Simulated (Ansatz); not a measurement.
# Cd: pressure against volume

An exercise on one series of results from a longer session: the logs are not shown, and one member is left open.

Method: DFT PBE, scalar-relativistic, in Ansatz 0.2.0.

## The system as given

The structure is hexagonal, space group P6_3/mmc (No. 194). The conventional cell has a = 2.979 Å, b = 2.979 Å, c = 5.618 Å, α = 90.00°, β = 90.00°, γ = 120.00°. Cd (site symmetry -6m2) is surrounded by 12 Cd at 2.98 to 3.29 Å.

Coordinates:

```
CELL_PARAMETERS angstrom
2.97887 0.00000 0.00000
-1.48944 2.57978 0.00000
0.00000 0.00000 5.61765
ATOMIC_POSITIONS crystal
Cd 0.33333 0.66667 0.25000
Cd 0.66667 0.33333 0.75000
```

Structure: COD 9008490, as refined from experiment and not relaxed.

Atoms are numbered in the order of the input: Cd1, Cd2.

The first run:

input.yaml reads:

```yaml
crystal:
  lattice:
    - [2.9283733878, 0.0, 0.0]
    - [-1.4641866939, 2.5360457456, 0.0]
    - [0.0, 0.0, 5.5224171956]
  atoms:
    - { symbol: Cd, position: [0.3333333333, 0.6666666667, 0.25] }
    - { symbol: Cd, position: [0.6666666667, 0.3333333333, 0.75] }
kpoints:
  mp_grid: { grid: [14, 14, 7] }
scf:
  occupations: { method: fermi_dirac, width: 0.05 }
hamiltonian:
  xc: pbe
  pseudopotentials: { kind: all_electron, lapw: { basis_error: 0.00025 } }
output:
  forces: true
  stress: true
  eigenvalues: true
```

On the command line:

```console
> ansatz run input.yaml --threads 1 --pin off --max-ram 3072MiB --backend cpu --events-out ev --progress --plain --runs-dir out
```

Among the steps run: Volume × 0.95, LAPW; Volume × 0.95, PAW; Volume × 0.95, crystal datasets; Volume × 0.975, LAPW; Volume × 0.975, PAW; Volume × 1.025, LAPW; Volume × 1.025, PAW; Volume × 1.05, LAPW; Volume × 1.05, PAW; Volume × 1.05, crystal datasets.

One of the session's tables, all rows but one given; the rest of the session is left out.

It belongs to the step «Fits». 

| method | volume (Å³/atom) | pressure (GPa) |
| --- | --- | --- |
| LAPW | 20.506 | 6.67 |
| LAPW | 21.046 | 4.68 |
| LAPW | 21.585 | 3.00 |
| LAPW | 22.125 | 1.58 |
| LAPW | 22.665 | 0.39 |
| PAW | 20.506 | 6.67 |
| PAW | 21.046 | 4.68 |
| PAW | 21.585 | 3.00 |
| PAW | 22.125 | ? |
| PAW | 22.665 | 0.39 |
| crystal datasets | 20.506 | 6.67 |
| crystal datasets | 21.585 | 3.00 |
| crystal datasets | 22.665 | 0.39 |

**Question.** Estimate the row for PAW, 22.125.

As computed: pressure (GPa): 1.57. In the column «pressure (GPa)» it lies between crystal datasets, 22.665 (0.39) and LAPW, 22.125 (1.58).

Limits of these values: Warnings in the runs' records: gradients without spin orbit, crystal datasets made.
